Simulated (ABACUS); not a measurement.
**Si in ABACUS: convergence with radial spacing of the orbitals**

Si:

```
Si
1.0
    -1.62912    1.65893    1.34316
     1.62660   -1.62262    1.29531
     1.61602    1.60953   -1.29842
Si
1
Direct
  0.98874 0.99839 0.99291
```

The cell isn't the ideal one: cell strained at random.

- Program: ABACUS 3.10.1
- Task: convergence study
- Functional: PBE
- Potentials or basis: PseudoDojo NC SR 0.5 PBE stringent
- Cutoff: 1361 eV
- Density cutoff: 5442 eV
- Basis: TZDP LCAO (the cutoffs set its grid)
- k mesh: 10 × 10 × 10
- Occupations: marzari-vanderbilt, width 0.1 eV
- Spin: no spin polarisation

These are the settings of the first run; the series varies radial spacing of the orbitals, with any setting tied to it.

Hardware: 4 MPI ranks on Intel(R) Xeon(R) 6975P-C (Granite Rapids) (shared host).

| radial spacing of the orbitals | energy less the tightest run, at zero smearing (meV/atom) | SCF cycles | CPU time (s) |
| --- | --- | --- | --- |
| 0.08 bohr | 0.00 | 7 | 21 |
| 0.04 bohr | 0.00 | 7 | 21 |
| 0.02 bohr | 0.00 | 7 | 20 |
| 0.01 bohr | 0.00 | 7 | 20 |
| 0.005 bohr | 0.00 | 7 | 22 |

Against the tightest run, the energy stays within 1 meV/atom from 0.08 bohr on. The tightest run that finished is the yardstick and may itself not be fully converged.

Caveat, for the tightest run too: the atomic orbitals were generated for these runs and aren't a published set.
